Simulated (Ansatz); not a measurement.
# Comparing deformations in AlNi

All numbers below come from Ansatz 0.2.0, DFT PBE, scalar-relativistic, plane waves, PAW. Settings: plane waves to 420 eV, k-mesh 20×20×20 (Γ-centred), Gaussian smearing 0.15 eV. No spin polarisation. A magnetic state may lie lower. Energies are free energies at this smearing, counted from the undisturbed cell; pressure is positive in compression.

Zero of the scan (relaxed at this level; it needn't be the usual structure):

```
Al Ni
1.0
     2.89308    0.00000    0.00000
     0.00000    2.89308    0.00000
     0.00000    0.00000    2.89308
Al Ni
1 1
Cartesian
  0.0000 0.0000 0.0000
  1.4465 1.4465 1.4465
```

The cell is strained by ε times a Voigt pattern (xx, yy, zz, yz, xz, xy; engineering shear) with fractional coordinates fixed. τ = (1/V0) dE/dε comes from the stress tensor. Of each scan, only the three points used here are listed.

| pattern | ε | τ (GPa) |
| --- | --- | --- |
| (1, 1, 0, 0, 0, 0) | -0.0250 | -18.87 |
| (1, 1, 0, 0, 0, 0) | 0.0000 | -0.03 |
| (1, 1, 0, 0, 0, 0) | 0.0250 | 15.47 |
| (0, 0, 1, 0, 0, 0) | -0.0250 | -5.67 |
| (0, 0, 1, 0, 0, 0) | 0.0000 | -0.01 |
| (0, 0, 1, 0, 0, 0) | 0.0250 | 4.64 |
| (0, 0, 0, 0, 1, 0) | -0.0100 | -1.16 |
| (0, 0, 0, 0, 1, 0) | 0.0000 | 0.00 |
| (0, 0, 0, 0, 1, 0) | 0.0050 | 0.58 |

Task: Which constants do the scans give, and which deformation costs least for the same size of strain tensor?

Result: The slope dτ/dε at zero (parabola through three points) is pᵀCp: (1, 1, 0, 0, 0, 0) gives 2(C11 + C12) = 687 GPa; (0, 0, 1, 0, 0, 0) gives C11 = 206 GPa; (0, 0, 0, 0, 1, 0) gives C44 = 116 GPa. The size of the strain tensor, ε:ε, is ε² times 2.0, 1.0, 0.5. Per unit of it the stiffnesses are 343, 206, 232 GPa, so (0, 0, 1, 0, 0, 0) is the softest of these: at ε:ε = (1 %)² the quadratic term costs 0.78 meV/atom against 1.30 for the stiffest. These are clamped-ion values.

Task: What else follows for this cubic crystal?

Result: From the unrounded slopes C11 = 206.2 and C12 = 137.1 GPa, so B = (C11 + 2 C12)/3 = 160 GPa and the Poisson ratio for a pull along a cube edge is C12/(C11 + C12) = 0.40.

Task: How anisotropic is this cubic crystal?

Result: Zener's ratio 2 C44/(C11 − C12) = 3.35 with clamped ions; it is 1 for an isotropic solid.

In a metal these slopes depend on the k mesh and the smearing.